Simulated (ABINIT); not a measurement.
The system is Pt.

```
Pt
1.0
     2.76067    0.00000    0.00000
    -1.38033    2.39081    0.00000
     0.00000    0.00000    4.79213
Pt
2
Direct
  0.33333 0.66667 0.25000
  0.66667 0.33333 0.75000
```

This isn't the form of Pt at room conditions, which is fcc.

* Program: ABINIT 10.8.3 (patched build)
* Task: relaxation of cell and atoms
* Functional: LDA
* Potentials or basis: PseudoDojo NC SR LDA v0.4.1 standard
* Cutoff: 1088 eV
* k mesh: 8 × 8 × 4
* Occupations: fermi-dirac, width 0.05 eV
* Spin: no spin polarisation

At the start: pressure -15.9 GPa; volume 15.81 Å³/atom.

Task: Where does the relaxation end?

Result: Over 6 steps the energy falls by 55.1 meV/atom and the volume is 14.83 Å³/atom (-6.2 %); space group P6_3/mmc (No. 194, to 0.05 Å).

Step by step:
```csv
step,energy change (eV),largest force (eV/Å),pressure (GPa),volume (Å³)
1,0.0000,0.0000,-15.95,31.63
2,-0.0983,0.0000,-3.90,30.11
3,-0.1063,0.0000,0.66,29.63
4,-0.1082,0.0000,0.71,29.61
5,-0.1103,0.0000,0.12,29.64
6,-0.1103,0.0000,0.00,29.65
```

Final structure:
```
Pt
1.0
     2.72430    0.00000    0.00000
    -1.36215    2.35931    0.00000
     0.00000    0.00000    4.61345
Pt
2
Direct
  0.33333 0.66667 0.25000
  0.66667 0.33333 0.75000
```
